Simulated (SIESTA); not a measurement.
Crystal: SnO2 (Cassiterite).

```xyz
6
Lattice="4.7380 0.0000 0.0000 0.0000 4.7380 0.0000 0.0000 0.0000 3.1865" Properties=species:S:1:pos:R:3 pbc="T T T"
Sn    2.3690    2.3690    1.5933
Sn    0.0000    0.0000    0.0000
O     3.8240    0.9140    1.5933
O     3.2830    3.2830    0.0000
O     0.9140    3.8240    1.5933
O     1.4550    1.4550    0.0000
```

Base run:

| Property | Result |
| --- | --- |
| Program | SIESTA 5.4.2 |
| Functional | PBE |
| Potentials or basis | PseudoDojo 0.4 standard (PBE files) |
| Basis | DZ (energy shift 0.003 Ry; two zetas on semicore shells) |
| Grid cutoff | 800 Ry |
| Energy shift | 0.003 Ry |
| k mesh | 6 × 6 × 8 |
| Occupations | fermi-dirac, width 0.05 eV |
| Spin | no spin polarisation |

Its results: band gap on the k mesh 0.92 eV, direct; pressure 18.0 GPa; largest force 0.411 eV/Å.

Q: After a change of settings the same cell gave: band gap on the k mesh 0.43 eV, direct; pressure 19.6 GPa; largest force 0.490 eV/Å. Which change was it?
A. functional from PBE to vdW-DF-cx; basis from DZ (energy shift 0.003 Ry; two zetas on semicore shells) to DZP (energy shift 0.003 Ry; two zetas on semicore shells)
B. basis from DZ (energy shift 0.003 Ry; two zetas on semicore shells) to TZDP (energy shift 0.003 Ry; two zetas on semicore shells)
C. basis from DZ (energy shift 0.003 Ry; two zetas on semicore shells) to SZ (energy shift 0.01 Ry); energy shift from 0.003 Ry to 0.01 Ry
D. potentials or basis from PseudoDojo 0.4 standard (PBE files) to SG15 1.2 (PBE files) or PseudoDojo by element; basis from DZ (energy shift 0.003 Ry; two zetas on semicore shells) to DZP (energy shift 0.003 Ry; two zetas on semicore shells)

A: C.

Caveats: the basis has no polarisation orbitals; so large a pressure means that the cell lies far from this level's equilibrium, or that cutoff or potentials fall short; spin-orbit coupling is left out, which moves the levels of the heavy elements; the basis of atomic orbitals isn't converged, which shifts pressures, moduli and gaps.
